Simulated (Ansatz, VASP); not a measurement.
# Au: VASP beside Ansatz

The input INCAR:

```
PREC = Accurate ; ENCUT = 520
EDIFF = 1E-7 ; ISMEAR = 0
SIGMA = 0.1 ; LREAL = False
LASPH = True ; NELM = 100
ALGO = Fast ; ISIF = 2
LWAVE = False ; LCHARG = False
LDIPOL = True ; IDIPOL = 3
DIPOL = 0.5 0.5 0.500 ; NBANDS = 48
```

File KPOINTS:

```
regular mesh
0
Gamma
  12 12 1
```

File POSCAR:

```
Au
1.0
    2.8625650284      0.0000000000      0.0000000000
    0.0000000000      2.8625650284      0.0000000000
    0.0000000000      0.0000000000     27.1448348590
Au
7
Direct
    0.5000000000      0.5000000000      0.2762956577
    0.0000000000      0.0000000000      0.3508637718
    0.5000000000      0.5000000000      0.4254318859
    0.0000000000      0.0000000000      0.5000000000
    0.5000000000      0.5000000000      0.5745681141
    0.0000000000      0.0000000000      0.6491362282
    0.5000000000      0.5000000000      0.7237043423
```

Input for Ansatz:

```yaml
crystal:
  lattice:
    - [2.8625650284, 0.0, 0.0]
    - [0.0, 2.8625650284, 0.0]
    - [0.0, 0.0, 27.144834859]
  atoms:
    - { symbol: Au, position: [0.5, 0.5, 0.2762956577] }
    - { symbol: Au, position: [0.0, 0.0, 0.3508637718] }
    - { symbol: Au, position: [0.5, 0.5, 0.4254318859] }
    - { symbol: Au, position: [0.0, 0.0, 0.5] }
    - { symbol: Au, position: [0.5, 0.5, 0.5745681141] }
    - { symbol: Au, position: [0.0, 0.0, 0.6491362282] }
    - { symbol: Au, position: [0.5, 0.5, 0.7237043423] }
basis:
  ecutwfc: 420
kpoints:
  mp_grid: { grid: [12, 12, 1] }
hamiltonian:
  xc: lda
scf:
  occupations: { method: gaussian, width: 0.1 }
output:
  forces: true
  stress: true
  eigenvalues: true
efield:
  axis: 3
  dipole_correction: true
```

Alike in both runs: task single point; functional LDA; k mesh 12 × 12 × 1; occupations gaussian, width 0.1 eV; no spin polarisation.

```csv
,VASP,Ansatz
version,VASP 6.6.1,Ansatz 0.2.0
potentials or method,"VASP PAW LDA potentials, release 64 (Au)","scalar-relativistic, plane waves, PAW"
plane-wave cutoff (eV),520,420
valence electrons in the cell,77,133
```

```csv
,VASP,Ansatz,Ansatz less VASP
gap on the k mesh at the Fermi level (eV),none,none,-
rms of the force components (eV/Å),0.064,0.070,+0.0059
```

Atom by atom the forces differ by 0.008 eV/Å (rms over components). A gap of «none» marks a metal or a gap that the smearing closes. The two sets of potentials don't hold the same shells in valence.

Spin-orbit coupling is left out, which matters for the levels of Au.
